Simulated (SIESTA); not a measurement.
Crystal: InAs.

```xyz
2
Lattice="0.0000 3.0180 3.0180 3.0180 0.0000 3.0180 3.0180 3.0180 0.0000" Properties=species:S:1:pos:R:3 pbc="T T T"
In    0.0000    0.0000    0.0000
As    4.5270    4.5270    4.5270
```

```yaml
Program: SIESTA 5.4.2
Task: relaxation of cell and atoms
Functional: PBE
Potentials_or_basis: PseudoDojo 0.4 standard (PBE files)
Basis: DZP (energy shift 0.003 Ry; two zetas on semicore shells)
Grid_cutoff: 750 Ry
Energy_shift: 0.003 Ry
k_mesh: 6 × 6 × 6
Occupations: fermi-dirac, width 0.05 eV
Spin: no spin polarisation
```

At the start: pressure 4.5 GPa; volume 27.49 Å³/atom.

Where does the relaxation end?

Over 4 steps the energy falls by 27.8 meV/atom and the volume is 29.65 Å³/atom (+7.9 %); space group F-43m (No. 216, to 0.05 Å).

The path:
| step | energy change (eV) | largest force (eV/Å) | pressure (GPa) | volume (Å³) |
| --- | --- | --- | --- | --- |
| 1 | 0.0000 | 0.0001 | 4.46 | 54.98 |
| 2 | -0.0057 | 0.0001 | 4.21 | 55.19 |
| 3 | -0.0556 | 0.0000 | 0.12 | 59.14 |
| 4 | -0.0557 | 0.0000 | 0.00 | 59.30 |

Final structure:
```
CELL_PARAMETERS angstrom
0.00028 3.09520 3.09520
3.09520 0.00028 3.09520
3.09520 3.09520 0.00028
ATOMIC_POSITIONS crystal
In 0.99999 0.99999 0.99999
As 0.75001 0.75001 0.75001
```

Caveat: the basis of atomic orbitals isn't converged, which shifts pressures, moduli and gaps.
